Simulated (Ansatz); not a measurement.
**AlN: energy along a strain**

AlN, P6_3mc, a = 3.111 Å, c = 4.978 Å (as given, not relaxed at this level: 0.6 GPa, forces to 0.18 eV/Å). Ansatz: PBEsol, PAW, 420 eV, Γ-centred 9×9×6 mesh on 4 atoms, Gaussian smearing 0.05 eV; no spin polarisation. Cell vectors (Å): 3.111 0.000 0.000; -1.556 2.694 0.000; 0.000 0.000 4.978. The cell is strained by x per cent times the pattern (0 0 0 1 0 0) in the order xx yy zz yz xz xy (engineering shears), with fractional coordinates held. y is the free energy over the start, V0 = 10.431 Å³/atom. Symmetry makes y even in x. Points with a strain past 8.5 % were computed too (2) and aren't used here.

```tsv
x (%)	y (meV/atom)
-5.00	10.35
0.00	0.00
1.25	?
2.50	2.59
3.75	5.81
6.25	16.15
7.50	23.28
```

Q: Fit y = c2 x² + c4 x⁴ to the other rows, get the stiffness along the pattern, and predict the missing energy.

A: Least squares on the rows shown. y = 0.41342 x² + 6.9171×10⁻⁶ x⁴. The clamped-ion stiffness p·C·p = 2 × 4.134 eV × 160.2 / 10.431 Å³ = 127 GPa, which is C44 in these axes (second derivative at the start, which stands under stress). At x = 1.25 the fit asked for gives 0.65 meV/atom. The run gave 0.64 meV/atom, so the fit is 0.01 meV/atom too high, within twice the rms miss on the fitted rows (0.007 meV/atom).